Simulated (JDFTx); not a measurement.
## SiC (Moissanite): single point with PBE

SiC (Moissanite):

```
Si C
1.0
     3.07600    0.00000    0.00000
    -1.53800    2.66389    0.00000
     0.00000    0.00000    5.04800
Si C
2 2
Direct
  0.66667 0.33333 0.50000
  0.33333 0.66667 0.00000
  0.66667 0.33333 0.88500
  0.33333 0.66667 0.38500
```

| Quantity | Value |
| --- | --- |
| Program | JDFTx 1.7.0 (patched build) |
| Task | single point |
| Functional | PBE |
| Potentials or basis | PseudoDojo-SR-PBE-0.5-standard |
| Cutoff | 1116 eV |
| Density cutoff | 8925 eV |
| k mesh | 10 × 10 × 5 |
| Occupations | fermi-dirac, width 0.05 eV |
| Spin | no spin polarisation |

- Pressure: 3.7 GPa
- Largest force: 0.760 eV/Å
- Band gap on the k mesh: 2.49 eV, indirect (least direct gap 4.09 eV)
- Loewdin charges: Si +1.11; C -1.03 e

Forces on the atoms (eV/Å):
```
Si   0.000  0.000  0.760
Si   0.000  0.000  0.760
C    0.000  0.000 -0.760
C    0.000  0.000 -0.760
```

Stress tensor (GPa, compression positive):
```
5.31 0.00 0.00
0.00 5.31 0.00
0.00 0.00 0.37
```

Levels at points of the mesh, in eV from the valence-band top:
```
           k point  band 4  band 5  band 6  band 7  band 8  band 9  band 10
(0.00, 0.00, 0.00)   -1.56   -1.56   -0.28   -0.28    0.00    4.62     6.02
(0.00, 0.50, 0.00)   -6.55   -5.44   -3.55   -3.26   -1.49    2.60     4.20
```

Run time: 93 s on 1 thread of Arm Neoverse V2 (shared host), peak memory 0.2 GiB.

Caveat: the empty levels aren't tightly converged; an odd mesh through Γ misses points on the zone boundary, where band edges often lie. A hybrid or GW would open this gap; PBE tends to underestimate it.
